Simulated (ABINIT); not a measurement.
A calculation with ABINIT 10.8.3 (patched build) of Al (ASE script, structure from a POSCAR):

run.py

```python
import json, os
import numpy as np
from ase.units import GPa
from ase.calculators.abinit import Abinit, AbinitProfile
from ase.io import read

atoms = read('POSCAR')

profile = AbinitProfile(command='abinit', pp_paths=[os.path.abspath('pseudos')])
params = dict(
    pps='pawxml', xc='PBE',
    chksymtnons=0,
    tolsym=1e-06,
    ecut=408.1708,
    pawecutdg=816.3416,
    pawxcdev=0,
    kptopt=1,
    ngkpt=[11, 12, 12],
    nshiftk=1,
    shiftk=[0.0, 0.0, 0.0],
    ixc=11,
    nband=6,
    occopt=3,
    tsmear=0.05,
    nstep=100,
    tolvrs=1e-09,
    prtwf=0,
    prtden=0,
)

atoms.calc = Abinit(profile=profile, directory='run', **params)
energy = atoms.get_potential_energy()
forces = atoms.get_forces()
stress = atoms.get_stress()
print(f'energy {energy:.6f} eV')
print('forces (eV/A)')
print(np.round(forces, 5))
print('stress (GPa, Voigt, tension positive)', np.round(stress / GPa, 4))
json.dump(dict(energy=energy, forces=forces.tolist(), stress=stress.tolist(), cell=atoms.cell.tolist(), frac=atoms.get_scaled_positions(wrap=False).tolist()), open('results.json', 'w'))
```

The input POSCAR:

```
Al
1.0
   -1.5759003900      1.6569236100      1.6579838500
    1.4794763400     -1.5976414500      1.5022776300
    1.6144548200      1.6361958800     -1.5987016800
Al
1
Direct
    0.0000000000      0.0000000000      0.0000000000
```

Potentials or basis: JTH PAW PBE v2.0.

Run with:

```sh
$ python run.py
```

This isn't the form of Al at room conditions, which is fcc.

Q: Write the same calculation in another form: native input, structure from a POSCAR.

A: As run:

Contents of run.abi:

```
# Pseudopotentials
pp_dirpath "./"
pseudos "Al.GGA_PBE-JTH.xml"

# Structure
structure "poscar:POSCAR"
natom 1
chkprim 0
chksymtnons 0
tolsym 1.0e-6

# Plane-wave basis
ecut 15.0
pawecutdg 30.0
pawxcdev 0

# k points
kptopt 1
ngkpt 11 12 12
nshiftk 1
shiftk 0.0 0.0 0.0

# Exchange and correlation
ixc 11

# Bands and occupations
nband 6
occopt 3
tsmear 0.05 eV

# SCF cycle
nstep 100
tolvrs 1.0e-9

# Output
iomode 3
prtwf 0
prtden 0
prteig 0
prtebands 0
enunit 2
```

POSCAR

```
Al
1.0
   -1.5759003900      1.6569236100      1.6579838500
    1.4794763400     -1.5976414500      1.5022776300
    1.6144548200      1.6361958800     -1.5987016800
Al
1
Direct
    0.0000000000      0.0000000000      0.0000000000  Al
```

Potentials or basis: JTH PAW PBE v2.0.

Launch:

```sh
$ abinit run.abi > log 2>&1
```

Both were run:

|  | ASE script, structure from a POSCAR | native input, structure from a POSCAR |
| --- | --- | --- |
| Pressure | 4.5 GPa | 4.5 GPa |
| Band gap on the k mesh | none (metal or under the smearing width) | none (metal or under the smearing width) |
| Valence electrons inside the program's atomic spheres | Al 0.76 (radii [1.0074] Å) | Al 0.76 (radii [1.0074] Å) |

Keys that steer only the numerical path or the files written may differ.
